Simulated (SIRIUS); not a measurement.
**Zn in SIRIUS: the effect of functional**

Crystal: Zn.

```xyz
2
Lattice="2.6700 0.0000 0.0000 -1.3350 2.3123 0.0000 0.0000 0.0000 4.9660" Properties=species:S:1:pos:R:3 pbc="T T T"
Zn    1.3350    0.7708    3.7245
Zn    0.0000    1.5415    1.2415
```

Alike in all runs:

| Property | Result |
| --- | --- |
| Program | SIRIUS 7.10.0 |
| Task | single point |
| Potentials or basis | PseudoDojo 0.4.1 PBE standard (scalar relativistic) |
| Cutoff | 1152 eV |
| Density cutoff | 4606 eV |
| k mesh | 8 × 8 × 4 |
| Occupations | fermi-dirac, width 0.05 eV |
| Spin | no spin polarisation |

```csv
functional,pressure (GPa)
LDA,-10.9
PBEsol,-6.0
RPBE,?
revPBE,2.2
BLYP,4.3
PW91,-0.9
AM05,-6.2
SOGGA,-7.0
APBE,1.0
KT2,-5.2
```

**Question.** What does the run with functional RPBE give?

**Answer.** Pressure 3.2 GPa.

Caveats: the potentials were made for another functional, which shifts forces and pressure.

Runs at the PBE level aren't shown here.
